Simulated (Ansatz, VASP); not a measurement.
**One calculation of BN, two programs**

```
B N
1.0
     2.50957    0.00000    0.00000
    -1.25479    2.17335    0.00000
     0.00000    0.00000    6.99339
B N
2 2
Cartesian
  0.0000 1.4489 1.7483
  1.2548 0.7245 5.2450
  0.0000 1.4489 5.2450
  1.2548 0.7245 1.7483
```

Alike in both runs: functional PBE; dispersion D3(BJ); k mesh 12 × 12 × 4; occupations gaussian, width 0.02 eV; no spin polarisation.

Ansatz relaxed the structure, and its values are those at the end. VASP's run is a single point on that final structure, the one shown.

|  | VASP | Ansatz |
| --- | --- | --- |
| version | VASP 6.6.1 | Ansatz 0.2.0 |
| potentials or method | VASP PAW PBE potentials, release 64 (B, N) | scalar-relativistic, plane waves, PAW |
| plane-wave cutoff (eV) | 520 | 420 |
| valence electrons in the cell | 16 | 16 |

|  | VASP | Ansatz | Ansatz less VASP |
| --- | --- | --- | --- |
| gap on the k mesh at the Fermi level (eV) | 4.34 | 4.35 | +0.007 |
| least direct gap on the mesh (eV) | 4.64 | 4.64 | +0.003 |
| pressure (GPa) | -1.1 | -1.2 | -0.07 |

A k mesh can miss the band edges.
